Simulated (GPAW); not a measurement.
The system is WS2, a slab with vacuum.

```
W S
1.0
     3.18321    0.00000    0.00000
    -1.59160    2.75674    0.00000
     0.00000    0.00000   23.66876
W S
2 4
Cartesian
  1.5916 0.9189 8.5842
  0.0000 1.8378 15.0845
  1.5916 0.9189 16.6435
  0.0000 1.8378 10.1434
  1.5916 0.9189 13.5253
  0.0000 1.8378 7.0253
```

Base run:

| Property | Result |
| --- | --- |
| Program | GPAW 26.7.0 |
| Functional | PBEsol |
| Potentials or basis | PAW data sets generated in the run's folder for this functional |
| Cutoff | 600 eV |
| Basis | pw |
| k mesh | 10 × 10 × 2 |
| Occupations | fermi-dirac, width 0.05 eV |
| Spin | no spin polarisation |

Its results: band gap on the k mesh 1.65 eV, indirect (least direct gap 2.12 eV); largest force 0.109 eV/Å.

Question: The run is repeated on the same cell with these changes: k mesh from 10 × 10 × 2 to 6 × 6 × 1. What comes out?

Answer: Band gap on the k mesh 1.44 eV, indirect (least direct gap 1.75 eV); largest force 0.104 eV/Å.

Caveats: spin-orbit coupling is left out, which moves the levels of the heavy elements.
